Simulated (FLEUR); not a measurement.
## PbSe (Clausthalite): band structure with PBEsol

**Measured values to compare with.**

From a printed reference work, monograph, for a bulk crystal of PbSe at 4.2 K: band gap 0.15 eV (direct).

Crystal: PbSe (Clausthalite).

```
Pb Se
1.0
     0.00000    3.06065    3.06065
     3.06065    0.00000    3.06065
     3.06065    3.06065    0.00000
Pb Se
1 1
Direct
  0.00000 0.00000 0.00000
  0.50000 0.50000 0.50000
```

| Item | Value |
| --- | --- |
| Program | FLEUR MaX-R8.1 (later development tree) |
| Task | band structure |
| Functional | PBEsol |
| Potentials or basis | all-electron |
| Basis | FLAPW |
| Kmax | 4.1 1/bohr |
| k mesh | 8 × 8 × 8 |
| Occupations | fermi-dirac, width 0.05 eV |
| Spin | no spin polarisation |
| Gmax | 12.7 1/bohr |
| Muffin-tin radii | Pb 2.66, Se 2.46 bohr |
| lmax | Pb 10, Se 10 |
| lnonsphr | Pb 10, Se 10 |
| Local orbitals a species | Pb 5, Se 4 |
| Max iterations | 60 |
| Mixing factor | 0.05 |
| Mixer | Anderson |
| Mixer history | 15 |
| Density convergence | 1e-05 me/bohr^3 |

| Property | Result |
| --- | --- |
| Band gap on the k mesh | 0.20 eV, direct |
| Band gap along the path | 0.20 eV, direct |
| Valence electrons inside the program's atomic spheres | Pb 17.92; Se 14.61 (radii Pb 2.66, Se 2.46 bohr) |

Levels at the corners of the path, in eV from the valence-band top:
```
point  band 14  band 15  band 16  band 17  band 18  band 19  band 20  band 21  band 22  band 23
    Γ   -13.61    -6.33    -1.87    -1.87    -1.87     4.68     4.68     4.68     6.46     6.46
    X   -12.16    -7.40    -5.02    -3.25    -3.25     3.58     5.59     5.59     6.00    11.35
    W   -12.13    -8.04    -4.26    -4.26    -0.78     1.84     4.89     4.89     7.67     7.67
    K   -12.17    -8.06    -4.61    -2.74    -2.42     3.34     3.99     5.39     5.74    10.06
    Γ   -13.61    -6.33    -1.87    -1.87    -1.87     4.68     4.68     4.68     6.46     6.46
    L   -12.54    -8.83    -1.46    -1.46     0.00     0.20     1.66     1.66     8.41    10.10
    U   -12.17    -8.06    -4.61    -2.74    -2.42     3.34     3.99     5.39     5.74    10.06
    W   -12.13    -8.04    -4.26    -4.26    -0.78     1.84     4.89     4.89     7.67     7.67
    L   -12.54    -8.83    -1.46    -1.46     0.00     0.20     1.66     1.66     8.41    10.10
    K   -12.17    -8.06    -4.61    -2.74    -2.42     3.34     3.99     5.39     5.74    10.06
    U   -12.17    -8.06    -4.61    -2.74    -2.42     3.34     3.99     5.39     5.74    10.06
    X   -12.16    -7.40    -5.02    -3.25    -3.25     3.58     5.59     5.59     6.00    11.35
```

Core levels (eV from the Fermi level):
```tsv
atom	levels
1 Pb	1s1/2 -87948.8, 2s1/2 -15714.1, 2p1/2 -15089.9, 2p3/2 -12901.1, 3s1/2 -3768.6, 3p1/2 -3487.2, 3p3/2 -2998.8, 4s1/2 -849.8, 3d3/2 -2536.7, 3d5/2 -2432.7, 4p1/2 -728.1, 4p3/2 -608.4, 4d3/2 -410.3, 4d5/2 -388.0, 4f5/2 -131.4, 4f7/2 -126.4, 5s1/2 -139.6
2 Se	1s1/2 -12485.4, 2s1/2 -1599.4, 2p1/2 -1434.6, 2p3/2 -1392.9, 3s1/2 -207.2, 3p1/2 -150.9, 3p3/2 -145.0
```

It took 53 s on 1 thread of Intel(R) Xeon(R) Platinum 8488C (Sapphire Rapids), on a shared host, peak memory 0.08 GiB.

Measured gap of PbSe: 0.15 eV (direct; 4.2 K; a printed reference work, monograph). This calculation gives 0.20 eV (+0.05 eV). 2 values of this kind are on record (0.15 to 0.28 eV); this one was drawn at random. Spin-orbit coupling on Pb, Se is left out. The value is that of PBEsol, without temperature or zero-point motion.

Caveat: spin-orbit coupling is left out, which as a rule narrows the gap of such compounds by several tenths of an eV.
